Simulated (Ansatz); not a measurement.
# TiB (Pnma) in Ansatz: relaxation of cell and atoms with LDA

Aim: the relaxation of cell and atoms of TiB with LDA.

Program: Ansatz 0.2.0. These are calculated values, not measurements. Logs are shortened: lines on timing, memory, paths and dates and some standing lists are left out, and cuts for length are marked.

## 1. The crystal as given

Symmetry: Pnma, No. 62, orthorhombic system. The conventional cell has a = 6.120 Å, b = 3.060 Å, c = 4.560 Å, α = 90.00°, β = 90.00°, γ = 90.00°. Ti (site symmetry m) is surrounded by 7 B at 2.34 to 2.54 Å. B (site symmetry m) is surrounded by 2 B at 1.83 Å.

## 2. Relaxation of cell and atoms, LDA

Input file input.yaml:

```yaml
crystal:
  lattice:
    - [6.12, 0.0, 0.0]
    - [0.0, 3.06, 0.0]
    - [0.0, 0.0, 4.56]
  atoms:
    - { symbol: Ti, position: [0.677, 0.25, 0.377] }
    - { symbol: Ti, position: [0.323, 0.75, 0.623] }
    - { symbol: Ti, position: [0.823, 0.75, 0.877] }
    - { symbol: Ti, position: [0.177, 0.25, 0.123] }
    - { symbol: B, position: [0.529, 0.25, 0.897] }
    - { symbol: B, position: [0.471, 0.75, 0.103] }
    - { symbol: B, position: [0.971, 0.75, 0.397] }
    - { symbol: B, position: [0.029, 0.25, 0.603] }
hamiltonian:
  xc: lda
  pseudopotentials: { kind: paw }
kpoints:
  mp_grid: { grid: [5, 9, 6] }
scf:
  occupations: { method: fermi_dirac, width: 0.05 }
output:
  forces: true
  stress: true
  eigenvalues: true
relax:
  f_tol: 0.01
  max_steps: 40
  cell: { stress_tol: 0.05 }
```

Potentials or basis: Ansatz PAW.

Command:

```
$ ansatz run input.yaml --threads 4 --pin off --max-ram 11264MiB --backend cpu --events-out ev --progress --plain --runs-dir out
```

What it wrote:

```text
Warning: RAYON_NUM_THREADS=4 ignored (pool sized by the plan → 4); use --threads N
Engine: ansatz 0.2.0, x86_64-unknown-linux-gnu
Pseudopotentials: kind: paw
Pseudopotential: Ti, paw, valence charge 12, recommended cutoff 420 eV (normal), Ti.paw.azcp
Pseudopotential: B, paw, valence charge 3, recommended cutoff 420 eV (normal), B.paw.azcp
Functional definition: SPW92
  exchange = slater_x
  correlation = pw_c
Crystal: 8 atoms, lattice volume = 85.396 Å³
Basis set: ecut = 420 eV, 1657 PW (Γ)
Bands: 38, of which v1, the nominal top of the filled ones, is band 30 counted from 1 (29 counted from 0)
Symmetry: 8 space group operations
Space group: Pnma (ITA 62), of the structure as read, at distance tolerance 4.4e-5 Å
k-points: 60 of 270
Non-local potential: Ti, projectors of the file, l = 0: 3, l = 1: 2, l = 2: 3, l = 3: 1
Non-local potential: B, projectors of the file, l = 0: 2, l = 1: 2, l = 2: 1
PAW form: soft (Blöchl's): semilocal exchange-correlation on the pseudo side does not see the compensation charge
PAW frozen core: Ti, regenerated for the run's functional, and the local potential with it (the file was generated under x = pbe(κ = 0.804, μ = 0.2195149727645171), c = pbe(β = 0.06672455060314922))
PAW frozen core: B, regenerated for the run's functional, and the local potential with it (the file was generated under x = pbe(κ = 0.804, μ = 0.2195149727645171), c = pbe(β = 0.06672455060314922))
PAW one-centre angular grid: Ti, 590 points (default); XC on 64 Gauss nodes
PAW one-centre angular grid: B, 110 points (default); XC on 64 Gauss nodes
Initial density: superposition of atomic densities (neutral atoms: chi_scale 0, normalization atom), corrected by the library's trained network
Initial wavefunctions: pseudopotential atomic-orbital guess
Functional: x = slater, c = lda
SCF iter   1: F=—  HF=-10407.320726 eV  |F-HF|=—  |Δ(HF+E_count)|=         —  Δρ=6.05e-3  dr2=3.46e-2  ethr=1.77e-3  ⟨swp⟩=4.3  Hψ=8838  notcnv=0  defer=14
preconditioner: auto → Kerker (q_TF=auto, 2.572 Å⁻¹)  [metal: Δε(μ)=0.019 eV  Ē_g=5.319 eV  σ=0.050 eV  W_gap=0.09  n_scr=24 (ndim 8)  ℏωp=21.3 eV  f_vac=0.000  D(μ)=4.34/eV (n_scr^D=42)]
SCF iter   2: F=—  HF=-10407.314352 eV  |F-HF|=—  |Δ(HF+E_count)|=   6.37e-3  Δρ=3.54e-3  dr2=9.74e-3  ethr=5.76e-5  ⟨swp⟩=1.1  Hψ=2764  notcnv=0  defer=35
SCF iter   3: F=—  HF=-10407.312317 eV  |F-HF|=—  |Δ(HF+E_count)|=   2.03e-3  Δρ=5.38e-4  dr2=3.30e-4  ethr=1.62e-5  ⟨swp⟩=2.0  Hψ=3315  notcnv=0  defer=35
SCF iter   4: F=—  HF=-10407.312246 eV  |F-HF|=—  |Δ(HF+E_count)|=   7.13e-5  Δρ=1.33e-4  dr2=1.16e-5  ethr=5.50e-7  ⟨swp⟩=2.0  Hψ=2991  notcnv=0  defer=36
SCF iter   5: F=—  HF=-10407.312239 eV  |F-HF|=—  |Δ(HF+E_count)|=   7.14e-6  Δρ=2.54e-5  dr2=5.85e-7  ethr=1.93e-8  ⟨swp⟩=2.0  Hψ=2803  notcnv=0  defer=36
SCF iter   6: F=-10407.312239 eV  HF=-10407.312239 eV  |F-HF|=7.88e-9  |Δ(HF+E_count)|=   1.54e-7  Δρ=4.81e-6  dr2=1.38e-8  ethr=1.67e-10  ⟨swp⟩=8.3  Hψ=8599  notcnv=0
SCF 1 converged in 6 iterations: F = -10407.312239 eV  dr2 = 1.38e-8
relax step   1: F+E_penalty+E_count = -10407.31223862 eV  Δ(F+E_penalty+E_count) = +0.000e0 eV  max|allowed force component| = 3.453e-1 eV/Å  Δτ_max = 0.0000 Å  P = -10.969 GPa  Ω = 85.396 Å³  (6 SCF iters, dr2 threshold 1.00e-7 eV, accepted)
Crystal: 8 atoms, lattice volume = 80.393 Å³
Basis set: ecut = 420 eV, 1545 PW (Γ)
Initial density: handed on by an earlier stage of this run
Initial wavefunctions: those handed on with the density
iter 1 solved again at ethr=2.33e-4 eV; its pass at ethr=3.10e-3 eV (dr2=1.40e-1 eV) is discarded
SCF iter   1: F=—  HF=-10407.489766 eV  |F-HF|=—  |Δ(HF+E_count)|=         —  Δρ=1.01e-2  dr2=1.40e-1  ethr=2.33e-4  ⟨swp⟩=1.5  Hψ=13132  notcnv=0
preconditioner: auto → Kerker (q_TF=auto, 2.598 Å⁻¹)  [metal: Δε(μ)=0.004 eV  Ē_g=5.686 eV  σ=0.050 eV  W_gap=0.02  n_scr=24 (ndim 8)  ℏωp=21.9 eV  f_vac=0.000  D(μ)=3.99/eV (n_scr^D=38)]
SCF iter   2: F=—  HF=-10407.460884 eV  |F-HF|=—  |Δ(HF+E_count)|=   2.89e-2  Δρ=3.82e-3  dr2=1.97e-2  ethr=2.33e-4  ⟨swp⟩=2.0  Hψ=3388  notcnv=0
SCF iter   3: F=—  HF=-10407.456603 eV  |F-HF|=—  |Δ(HF+E_count)|=   4.28e-3  Δρ=9.19e-4  dr2=7.24e-4  ethr=3.29e-5  ⟨swp⟩=2.1  Hψ=3605  notcnv=0
SCF iter   4: F=—  HF=-10407.456524 eV  |F-HF|=—  |Δ(HF+E_count)|=   7.90e-5  Δρ=1.88e-4  dr2=1.82e-5  ethr=1.21e-6  ⟨swp⟩=2.0  Hψ=3112  notcnv=0
iter 5 did not close the SCF: its close was put off for the readings that it lacked (scf_convergence_deferred on its scf_iter line)
[... 87 lines left out ...]
iter 3 did not close the SCF: its close was put off for the readings that it lacked (scf_convergence_deferred on its scf_iter line)
SCF iter   3: F=-10407.474716 eV  HF=-10407.474716 eV  |F-HF|=0.00e0  |Δ(HF+E_count)|=  5.46e-11  Δρ=8.58e-8  dr2=1.63e-12  ethr=1.00e-12  ⟨swp⟩=1.0  Hψ=2280  notcnv=0
iter 4 did not close the SCF: its close was put off for the readings that it lacked (scf_convergence_deferred on its scf_iter line)
SCF iter   4: F=-10407.474716 eV  HF=-10407.474716 eV  |F-HF|=3.64e-12  |Δ(HF+E_count)|=  3.64e-12  Δρ=1.22e-8  dr2=4.47e-14  ethr=1.00e-12  ⟨swp⟩=1.0  Hψ=2280  notcnv=0
iter 5 did not close the SCF: its close was put off for the readings that it lacked (scf_convergence_deferred on its scf_iter line)
SCF iter   5: F=-10407.474716 eV  HF=-10407.474716 eV  |F-HF|=1.82e-12  |Δ(HF+E_count)|=  3.64e-12  Δρ=3.73e-9  dr2=6.39e-15  ethr=1.00e-12  ⟨swp⟩=1.0  Hψ=2280  notcnv=0
iter 6 did not close the SCF: its close was put off for the readings that it lacked (scf_convergence_deferred on its scf_iter line)
SCF iter   6: F=-10407.474716 eV  HF=-10407.474716 eV  |F-HF|=1.82e-12  |Δ(HF+E_count)|=    0.00e0  Δρ=9.44e-10  dr2=9.33e-16  ethr=1.00e-12  ⟨swp⟩=1.0  Hψ=2280  notcnv=0
SCF iter   7: F=-10407.474716 eV  HF=-10407.474716 eV  |F-HF|=1.82e-12  |Δ(HF+E_count)|=  1.82e-12  Δρ=2.74e-10  dr2=5.82e-17  ethr=1.00e-12  ⟨swp⟩=1.2  Hψ=4898  notcnv=0
SCF 9 converged in 7 iterations: F = -10407.474716 eV  dr2 = 5.82e-17
relax step   9: F+E_penalty+E_count = -10407.47471606 eV  Δ(F+E_penalty+E_count) = +2.890e-5 eV  max|allowed force component| = 9.283e-5 eV/Å  Δτ_max = 0.0000 Å  P = -0.001 GPa  Ω = 81.187 Å³  stress off target by 3.75e-3 GPa  SCF on the basis re-selected at this cell (its energy is not comparable with the rows above)  (7 SCF iters)
basis re-selected at this cell: Δ(F+E_penalty+E_count) = +2.890e-5 eV, ΔP = -0.000 GPa vs the last step (what re-selecting the basis moved, of the pressure what is left beyond the Pulay correction that the steps carried, after the strain that the cell walked since its last selection, with what the two solves' SCF thresholds leave and, on support functions, any second-order correction that the steps lacked; it is no measure of the basis error at this ecutwfc). This SCF's stress stands 3.75e-3 GPa from its target on what of the cell is left free (relax.cell.stress_tol is 5.00e-2 GPa) and its largest allowed force component is 9.28e-5 eV/Å (relax.f_tol is 1.00e-2 eV/Å): within both
SCF converged after 7 iterations
Free energy (F): -10407.474716 eV
Harris-Foulkes:  -10407.474716 eV  (|F-HF|=1.82e-12)
Internal energy: -10407.440693 eV  (E = F + TS)
E sigma→0 (E₀):  -10407.457704 eV
Entropy (-TS):   -0.034024 eV (-4.253 meV/atom)
Fermi energy:    14.299293 eV
--- Per-component energies (eV) ---
  E_band       = -451.571003
  E_kinetic    = 1300.085595
  E_local      = -3069.091067  (includes V_loc(G=0)·N_el)
  E_nonlocal   = 89.632715
  E_hartree    = 1287.940569
  E_xc         = -523.714514
  E_vxc        = -650.777950  (∫ρ·V_xc dr)
  E_paw        = -4285.260063  (= ΣΔE_a)
  E_vpaw       = -697.301854  (= ΣTr[D̂ρ^β])
  E_aug_tail   = 0.000419  (compensation charges beyond the density's cutoff)
  E_ewald      = -5208.521485
  E_core_change = 1.487138  (= ΣΔE_core)
  E_smearing   = -0.034024  (= −TS)
  E_closure    = -0.000000  (closes the sum)
  Σ components = -10407.474716   (vs F -10407.474716, Δ=0.00e0)
--- Forces (eV/Å), atoms counted from 1 ---
  atom   1  Ti     0.00009283     0.00000000     0.00006397
  atom   2  Ti    -0.00009283    -0.00000000    -0.00006397
  atom   3  Ti    -0.00009283    -0.00000000     0.00006397
  atom   4  Ti     0.00009283     0.00000000    -0.00006397
  atom   5  B     -0.00004766    -0.00000000    -0.00008789
  atom   6  B      0.00004766     0.00000000     0.00008789
  atom   7  B      0.00004766    -0.00000000    -0.00008789
  atom   8  B     -0.00004766     0.00000000     0.00008789
  max |Σ_I F_I| component: 1.73e-18 eV/Å
--- Stress (GPa, compression-positive) ---
       -0.003750       0.000000      -0.000000
        0.000000      -0.001196      -0.000000
       -0.000000      -0.000000       0.001486
  P = ⅓ Tr σ = -0.0012 GPa (-0.012 kbar)
--- Band table (eV; the first three rows and the last of 60) ---
  k-point 0: bands = ["-41.2510", "-41.1760", "-41.1199", "-41.0737", "-18.0852", "-18.0748", "-18.0171", "-17.8662", "-17.7844", "-17.7368", "-17.6217", "-17.5991", "-17.5332", "-17.5109", "-17.4586", "-17.4513", "3.3263", "5.1298", "8.9458", "9.3560", "10.6201", "11.5402", "11.7545", "11.7579", "12.3715", "12.9913", "13.3090", "13.7671", "14.9630", "15.1329", "15.2581", "15.5719", "15.8584", "16.0189", "16.0438", "16.3692", "16.5418", "16.7901"]
  k-point 1: bands = ["-41.2425", "-41.1690", "-41.1290", "-41.0804", "-18.1256", "-18.0287", "-17.9510", "-17.9210", "-17.7573", "-17.7232", "-17.6104", "-17.5959", "-17.5488", "-17.5469", "-17.4729", "-17.4629", "3.4855", "5.0687", "9.1144", "9.3370", "10.1116", "11.4233", "11.7644", "12.1161", "12.5274", "13.0465", "13.0639", "13.7131", "14.5946", "15.2668", "15.4891", "15.5943", "15.8709", "16.2014", "16.2034", "16.3080", "16.6682", "16.7902"]
  k-point 2: bands = ["-41.2189", "-41.1535", "-41.1501", "-41.0988", "-18.1299", "-18.0094", "-17.9428", "-17.8361", "-17.7554", "-17.6861", "-17.6350", "-17.5857", "-17.5843", "-17.5796", "-17.5168", "-17.4945", "3.9079", "4.8501", "9.2058", "9.2458", "9.9461", "10.9954", "11.8488", "12.5395", "12.6312", "12.8106", "13.1026", "13.6453", "13.9829", "14.9713", "15.5604", "16.1321", "16.1625", "16.3064", "16.4567", "16.7893", "16.7915", "16.8689"]
  k-point 59: bands = ["-41.1314", "-41.1314", "-41.1201", "-41.1201", "-18.0974", "-18.0974", "-18.0602", "-18.0602", "-17.8026", "-17.8026", "-17.7216", "-17.7216", "-17.5782", "-17.5782", "-17.5422", "-17.5422", "6.4496", "6.4496", "7.5113", "7.5113", "10.8938", "10.8938", "11.6457", "11.6457", "12.5093", "12.5093", "12.8637", "12.8637", "13.8181", "13.8181", "14.0252", "14.0252", "16.5205", "16.5205", "17.0670", "17.0670", "17.9312", "17.9312"]
--- Relaxed structure (7 steps of the walk, 6 accepted, 2 SCFs on fresh bases) ---
  F+E_penalty+E_count = -10407.47471606 eV   max|allowed force component| = 9.283e-5 eV/Å   (the final SCF, on the basis selected at the relaxed cell)
  cell:  # Å, volume = 81.1875 Å³
    - [6.005545432397709, 0.0, 0.0]
    - [0.0, 3.009681460825122, 0.0]
    - [0.0, 0.0, 4.491753893404299]
  atoms:
    - { symbol: Ti, position: [0.6770477652457566, 0.25, 0.37810376030962334] }
    - { symbol: Ti, position: [0.3229522347542435, 0.75, 0.6218962396903764] }
    - { symbol: Ti, position: [0.8229522347542433, 0.75, 0.878103760309623] }
    - { symbol: Ti, position: [0.17704776524575647, 0.25, 0.12189623969037656] }
    - { symbol: B, position: [0.5301653006289252, 0.25, 0.9007117183318392] }
    - { symbol: B, position: [0.46983469937107475, 0.75, 0.09928828166816078] }
    - { symbol: B, position: [0.9698346993710748, 0.75, 0.4007117183318392] }
    - { symbol: B, position: [0.030165300628925196, 0.25, 0.5992882816681607] }
```

It took 97 s on 4 threads of AMD EPYC (Zen 3), shared host; peak memory 0.54 GiB.

Results:

* Free energy: -10407.4747 eV
* Relaxed volume: 10.15 Å³/atom
* Relaxed cell: a = 6.006 Å, b = 3.010 Å, c = 4.492 Å, α = 90.00°, β = 90.00°, γ = 90.00°
* Space group after relaxing (to 0.05 Å): Pnma (No. 62)
* Energy gained by relaxing: 20.3 meV/atom
* Ionic steps: 8
* Pressure after relaxing: 0.0 GPa
* Band gap on the k mesh: none (metal or under the smearing width)

Step by step:
```csv
step,energy change (eV),largest force (eV/Å),volume (Å³)
1,0.0000,0.3459,85.40
2,-0.1443,0.2665,80.39
3,-0.1625,0.1639,81.22
4,-0.1659,0.0221,81.17
5,-0.1660,0.0017,81.21
6,-0.1625,0.0016,81.21
7,-0.1625,0.0001,81.19
8,-0.1625,0.0001,81.19
```

Final structure:
```
Ti B
1.0
     6.00555    0.00000    0.00000
     0.00000    3.00968    0.00000
     0.00000    0.00000    4.49175
Ti B
4 4
Direct
  0.67705 0.25000 0.37810
  0.32295 0.75000 0.62190
  0.82295 0.75000 0.87810
  0.17705 0.25000 0.12190
  0.53017 0.25000 0.90071
  0.46983 0.75000 0.09929
  0.96983 0.75000 0.40071
  0.03017 0.25000 0.59929
```

Caveat: the plane-wave basis is chosen anew once the cell has moved, so the energies of steps on either side of that aren't comparable; the PAW data sets come from PBE, with cores solved anew for the run's functional, which leaves a small shift of forces and pressure. LDA usually gives volumes a few per cent too small.
